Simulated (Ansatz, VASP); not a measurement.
ZnS (Wurtzite-2H) in VASP and in Ansatz

```
CELL_PARAMETERS angstrom
3.69667 0.00000 0.00000
-1.84834 3.20141 0.00000
0.00000 0.00000 6.62557
ATOMIC_POSITIONS crystal
Zn 0.33333 0.66667 0.00000
Zn 0.66667 0.33333 0.50000
S 0.33333 0.66667 0.38500
S 0.66667 0.33333 0.88500
```

Alike in both runs: task single point; functional PBE; k mesh 6 × 6 × 4; occupations fermi-dirac, width 0.05 eV; no spin polarisation.

|  | VASP | Ansatz |
| --- | --- | --- |
| version | VASP 6.6.1 | Ansatz 0.2.0 |
| potentials or method | VASP PAW PBE potentials, release 64 (Zn, S) | plane waves, PAW |
| plane-wave cutoff (eV) | 520 | 520 |
| valence electrons in the cell | 36 | 36 |

|  | VASP | Ansatz | Ansatz less VASP |
| --- | --- | --- | --- |
| pressure (GPa) | 4.3 | 4.1 | -0.18 |
| largest component of the traceless stress (GPa) | 8.48 | 8.41 | -0.063 |

Ansatz warned: «structure_snapped_to_symmetry».
